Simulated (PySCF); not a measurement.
## Sn in PySCF: convergence with density cutoff

Sn:

```
Sn
1.0
     0.00000    3.23334    3.23334
     3.23334    0.00000    3.23334
     3.23334    3.23334    0.00000
Sn
2
Direct
  0.75000 0.75000 0.75000
  0.50000 0.50000 0.50000
```

This isn't the form of Sn at room conditions, which is tetragonal (white tin).

* Program: PySCF 2.14.0
* Task: convergence study
* Functional: BLYP
* Potentials or basis: DZVP-MOLOPT-SR/GTH-PBE (potentials made for PBE)
* k mesh: 5 × 5 × 5
* Occupations: fermi-dirac, width 0.05 eV
* Spin: no spin polarisation

These are the settings of the first run; the series varies density cutoff, with any setting tied to it.

Hardware: 2 threads of Intel(R) Xeon(R) Platinum 8488C (Sapphire Rapids), with other jobs on the host.

**Question.** The values tried are 8 Ha, 12 Ha, 18 Ha, 25 Ha, 32 Ha, 40 Ha, 50 Ha, 62 Ha, 75 Ha, loosest first. From which on does the energy stay within 1 meV/atom of the tightest run that finished?

**Answer.** From 25 Ha on.

```
density cutoff  energy less the tightest run, at zero smearing (meV/atom)  SCF cycles  CPU time (s)  peak memory (GiB)
          8 Ha                                                       1.74           5            74                1.4
         12 Ha                                                       1.74           5            77                1.4
         18 Ha                                                      -1.40           5            88                1.4
         25 Ha                                                       0.19           5            98                1.4
         32 Ha                                                       0.35           5           120                1.4
         40 Ha                                                       0.35           5           120                1.4
         50 Ha                                                       0.15           5           310                1.7
         62 Ha                                                       0.00           5           440                1.8
         75 Ha                                                       0.00           5           410                1.8
```

The tightest run that finished is the yardstick and may itself not be fully converged.
